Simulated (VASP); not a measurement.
# GaCuSe2: relaxation of cell and atoms with PBEsol

GaCuSe2:

```xyz
8
Lattice="-2.7883 2.7883 5.5401 2.7883 -2.7883 5.5401 2.7883 2.7883 -5.5401" Properties=species:S:1:pos:R:3 pbc="T T T"
Ga    0.0000    0.0000    5.5401
Ga    2.7883    0.0000    2.7700
Cu   -2.7883    2.7883    5.5401
Cu    0.0000    2.7883    2.7700
Se    1.3507    1.3941    1.3850
Se   -1.3941    1.4376    4.1551
Se    1.4376    1.3941    6.9251
Se    4.1824    1.3507   -1.3850
```

```
Program                : VASP 6.6.1
Task                   : relaxation of cell and atoms
Functional             : PBEsol
Potentials or basis    : VASP PAW PBE potentials, release 64 (Ga_d, Cu, Se)
Cutoff                 : 600 eV
k mesh                 : 10 × 10 × 10
Occupations            : methfessel-paxton, width 0.1 eV
Spin                   : no spin polarisation
Further INCAR settings : ALGO = Normal; EDIFF = 1e-07; IBRION = 2; EDIFFG = -0.005; NSW = 90; ISIF = 3
```

- Pressure after relaxing: 0.0 GPa
- Largest force after relaxing: 0.004 eV/Å
- Band gap on the k mesh: 0.14 eV, direct

Forces on the atoms (eV/Å):
```
Ga   0.000  0.000  0.000
Ga   0.000  0.000  0.000
Cu   0.000  0.000  0.000
Cu   0.000  0.000  0.000
Se   0.004  0.000  0.000
Se   0.000 -0.004  0.000
Se  -0.004  0.000  0.000
Se   0.000  0.004  0.000
```

Final structure:
```
CELL_PARAMETERS angstrom
-2.78830 2.78830 5.54007
2.78830 -2.78830 5.54007
2.78830 2.78830 -5.54007
ATOMIC_POSITIONS crystal
Ga 0.50000 0.50000 0.00000
Ga 0.25000 0.75000 0.50000
Cu 0.00000 0.00000 0.00000
Cu 0.75000 0.25000 0.50000
Se 0.37500 0.36721 0.49221
Se 0.63279 0.12500 0.00779
Se 0.87500 0.88279 0.50779
Se 0.11721 0.62500 0.99221
```

Levels at points of the mesh, in eV from the valence-band top:
```
           k point  band 33  band 34  band 35  band 36  band 37  band 38  band 39  band 40
(0.00, 0.00, 0.00)    -1.72    -0.09    -0.09     0.00     0.14     1.78     2.10     3.89
(0.50, 0.00, 0.00)    -1.42    -1.32    -1.24    -0.62     2.15     2.50     3.10     4.03
(0.50, 0.50, 0.00)    -0.89    -0.89    -0.53    -0.53     1.04     1.04     3.31     3.31
(0.50, 0.50, 0.50)    -1.30    -1.30    -0.99    -0.99     1.71     1.71     1.78     1.78
```

Wall time 3.3 min on 4 MPI ranks on Intel(R) Xeon(R) 6975P-C (Granite Rapids), with other jobs on the host, peak memory 1 GiB a rank.

Caveat: the relaxation stopped at its first step, so nothing moved; the PAW data sets were made with another functional, which shifts forces and pressure a little. Expect the measured gap to be larger: semilocal functionals such as PBEsol lack the derivative discontinuity.
